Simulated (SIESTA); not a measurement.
# Cu2O (Cuprite) under changes of volume

One of the cells (12.885 Å³/atom); the others are scaled copies at fixed shape and fractional positions:

```
CELL_PARAMETERS angstrom
4.26000 0.00000 0.00000
0.00000 4.26000 0.00000
0.00000 0.00000 4.26000
ATOMIC_POSITIONS crystal
Cu 0.75000 0.25000 0.75000
Cu 0.75000 0.75000 0.25000
Cu 0.25000 0.75000 0.75000
Cu 0.25000 0.25000 0.25000
O 0.50000 0.50000 0.50000
O 0.00000 0.00000 0.00000
```

```yaml
Program: SIESTA 5.4.2
Functional: APBE
Potentials_or_basis: PseudoDojo 0.4 standard (PBE files)
Basis: DZP (energy shift 0.002 Ry)
Grid_cutoff: 800 Ry
Energy_shift: 0.002 Ry
k_mesh: 6 × 6 × 6
Occupations: fermi-dirac, width 0.05 eV
Spin: no spin polarisation
```

| volume (Å³/atom) | energy over the lowest point (meV/atom) | pressure (GPa) | gap on the mesh (eV) |
| --- | --- | --- | --- |
| 12.112 | 66.31 | 15.9 | 0.64 |
| 12.369 | 43.73 | 12.3 | 0.59 |
| 12.627 | 26.32 | 9.4 | 0.54 |
| 12.885 | 13.68 | 6.4 | 0.49 |
| 13.142 | 5.51 | 3.8 | 0.45 |
| 13.400 | ? | ? | ? |
| 13.658 | 0.00 | -0.3 | 0.37 |

Task: What does the run at 13.400 Å³/atom give?

Result: Energy over the lowest point 1.10 meV/atom; pressure 1.7 GPa; gap on the mesh 0.41 eV.

Worked out: A Birch-Murnaghan fit of order 3 (a polynomial in V^(-2/3)) to the other rows has its minimum at 13.61 Å³/atom with B0 = V·E''(V) = 104 GPa and B' = 4.7. It gives 1.01 meV/atom at 13.400 Å³/atom, against the run's 1.10, and -dE/dV = 1.7 GPa, against 1.7. A straight line through the other rows of the gap, of slope -2.26 eV per unit of ln V (its deformation potential), gives 0.41 eV, against the run's 0.41.

Energies are extrapolated to zero smearing.

Caveats: semicore shells carry a single zeta, which can move pressures by several GPa and volumes by a few percent; the potentials were made for another functional, which shifts forces and pressure; the basis of atomic orbitals isn't converged, which shifts pressures, moduli and gaps.

A mesh can miss the band edges.
